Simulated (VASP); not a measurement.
# VASP 6.6.1 run: SiGe

INCAR

```
LWAVE = .FALSE.
ISIF = 2
PREC = Accurate
NSW = 0
IBRION = -1
LASPH = .TRUE.
NBANDS = 26
LREAL = .FALSE.
ISMEAR = -1
METAGGA = RTPSS
ENCUT = 520
NELM = 120
ALGO = Normal
SIGMA = 0.02
LCHARG = .FALSE.
EDIFF = 1E-7
```

KPOINTS

```
KPOINTS created by Atomic Simulation Environment
0
Gamma
12 12 4
0 0 0
```

POSCAR

```
Ge Si
 1.0000000000000000
     4.0271462186219162    0.0000000000000000    0.0000000000000000
    -2.0135731093109581    3.4876109300810203    0.0000000000000000
     0.0000000000000000    0.0000000000000000    6.4478110315999997
 Ge  Si
   2   2
Cartesian
 -0.0000000000000001  2.3250739533873466 -0.0082735294406039
  2.0135731093109577  1.1625369766936733  3.2156319863593952
 -0.0000000000000001  2.3250739533873466  2.4262026662906031
  2.0135731093109577  1.1625369766936733  5.6501081820906025
```

The recommended PBE PAW datasets give the neutral cell 36 valence electrons.

Command

```
mpirun -np 1 vasp_std
```

OSZICAR

```
N       E                     dE             d eps       ncg     rms          rms(c)
DAV:   1     0.274800456547E+03    0.27480E+03   -0.17981E+04  3426   0.292E+03
DAV:   2     0.297295858412E+02   -0.24507E+03   -0.23612E+03  2988   0.645E+02
DAV:   3    -0.152941040496E+02   -0.45024E+02   -0.44381E+02  3724   0.174E+02
DAV:   4    -0.172349261642E+02   -0.19408E+01   -0.19371E+01  3540   0.408E+01
DAV:   5    -0.172741985199E+02   -0.39272E-01   -0.39261E-01  3806   0.665E+00    0.888E+00
DAV:   6    -0.102425426262E+02    0.70317E+01   -0.16422E+01  3450   0.449E+01    0.500E+00
DAV:   7    -0.102086548260E+02    0.33888E-01   -0.37712E-01  3662   0.559E+00    0.194E+00
DAV:   8    -0.102137351309E+02   -0.50803E-02   -0.43460E-02  3244   0.118E+00    0.283E-01
DAV:   9    -0.102150195531E+02   -0.12844E-02   -0.38790E-03  3576   0.334E-01    0.157E-01
DAV:  10    -0.102156896874E+02   -0.67013E-03   -0.12574E-03  3268   0.189E-01    0.899E-02
DAV:  11    -0.102159913587E+02   -0.30167E-03   -0.42922E-04  3282   0.148E-01    0.142E-02
DAV:  12    -0.102160293303E+02   -0.37972E-04   -0.55956E-05  3612   0.526E-02    0.113E-02
DAV:  13    -0.102160411479E+02   -0.11818E-04   -0.13744E-05  3242   0.384E-02    0.252E-03
DAV:  14    -0.102160424951E+02   -0.13471E-05   -0.30018E-06  3468   0.141E-02    0.127E-03
DAV:  15    -0.102160414655E+02    0.10295E-05   -0.26624E-07  3108   0.434E-03    0.229E-04
DAV:  16    -0.102160414327E+02    0.32829E-07   -0.19279E-08  1836   0.135E-03
   1 F= -.10216041E+02 E0= -.10215982E+02  d E =-.119118E-03
```

From OUTCAR

```
k-points           NKPTS =     57   k-points in BZ     NKDIM =     57   number of bands    NBANDS=     26

   NELECT =      36.0000    total number of electrons

   dimension x,y,z NGX =    30 NGY =   30 NGZ =   48
   dimension x,y,z NGXF=    60 NGYF=   60 NGZF=   96

  energy-cutoff  :      520.00
  volume of cell :       90.56
      direct lattice vectors                 reciprocal lattice vectors
     4.027146219  0.000000000  0.000000000     0.248314798  0.143364615  0.000000000
    -2.013573109  3.487610930  0.000000000     0.000000000  0.286729231  0.000000000
     0.000000000  0.000000000  6.447811032     0.000000000  0.000000000  0.155091394

 k-points in reciprocal lattice and weights: KPOINTS created by Atomic Simulation Env
   0.00000000  0.00000000  0.00000000       0.002
   0.08333333 -0.00000000  0.00000000       0.010
   0.16666667 -0.00000000  0.00000000       0.010
   0.25000000 -0.00000000  0.00000000       0.010
   0.33333333 -0.00000000  0.00000000       0.010
   0.41666667 -0.00000000  0.00000000       0.010
   0.50000000 -0.00000000  0.00000000       0.005
   0.08333333  0.08333333  0.00000000       0.010
   ...

 E-fermi :   4.9435

 k-point     1 :       0.0000    0.0000    0.0000
  band No.  band energies     occupation
      1     -19.9393      2.00000
      2     -19.9388      2.00000
      3     -19.9384      2.00000
      4     -19.9384      2.00000
      5     -19.9357      2.00000
      6     -19.9357      2.00000
      7     -19.9155      2.00000
      8     -19.9155      2.00000
      9     -19.9113      2.00000
     10     -19.9113      2.00000
     11      -7.4111      2.00000
     12      -5.1983      2.00000
     13      -2.2799      2.00000
     14       3.2971      2.00000
     15       3.2971      2.00000
     16       4.8033      1.99820
     17       4.9165      1.58815
     18       4.9165      1.58797
     19       4.9505      0.82825
     20       6.2058      0.00000
     21       6.9489      0.00000
     22       6.9490      0.00000
     23       7.8278      0.00000
     24       9.2466      0.00000
     25       9.2466      0.00000
     26      11.3032      0.00000

 k-point     2 :       0.0833   -0.0000    0.0000
  band No.  band energies     occupation
      1     -19.9400      2.00000
      2     -19.9389      2.00000
      3     -19.9382      2.00000
      4     -19.9372      2.00000
      5     -19.9353      2.00000
      6     -19.9353      2.00000
      7     -19.9163      2.00000
      8     -19.9153      2.00000
      9     -19.9112      2.00000
     10     -19.9111      2.00000
     11      -7.3377      2.00000
     12      -5.1240      2.00000
     13      -2.2611      2.00000
     14       2.5472      2.00000
     15       3.1427      2.00000
     16       4.0104      2.00000
     17       4.6486      2.00000
     18       4.7749      1.99956
     19       5.6059      0.00000
     20       6.8500      0.00000
     21       7.0138      0.00000
     22       7.1786      0.00000
     23       8.0150      0.00000
     24       9.2612      0.00000
     25       9.5355      0.00000
     26      10.8962      0.00000

 ...

  Total       -4.4627944     -4.4627944     -2.0051631      0.0000000      0.0000000     -0.0000000
  in kB      -78.9550170    -78.9550170    -35.4750125      0.0000000      0.0000000     -0.0000000
  external PRESSURE =     -64.4616822 kB  Pullay stress =       0.0000000 kB

 POSITION                                       TOTAL-FORCE (eV/Angst)
 -----------------------------------------------------------------------------------
      0.00000      2.32507      6.43954         0.000000     -0.000000     -0.021837
      2.01357      1.16254      3.21563        -0.000000      0.000000     -0.021837
      0.00000      2.32507      2.42620        -0.000000     -0.000000      0.021837
      2.01357      1.16254      5.65011        -0.000000      0.000000      0.021837
 -----------------------------------------------------------------------------------
    total drift:                               -0.000001     -0.000001      0.012210

  FREE ENERGIE OF THE ION-ELECTRON SYSTEM (eV)
  ---------------------------------------------------
  free  energy   TOTEN  =       -10.2160414327 eV

  energy  without entropy=      -10.2159223149  energy(sigma->0) =      -10.21598187
```

It converged. Results: gap between bands v and c on the k mesh 0.03 eV; least direct gap on the k mesh 0.03 eV; pressure -6.4 GPa; largest force 0.02 eV/Å. Band v is the last that the valence electrons fill when counted band by band, and c is the next.

For comparison, a separate r²SCAN run of the intended cell, on usual settings and not on those above, gives a gap of 0.26 eV on its mesh and a pressure of -4.4 GPa.

The run above took about 3.7 min on one core of a shared host (Intel Xeon 6975P-C) and held 0.27 GiB at most.
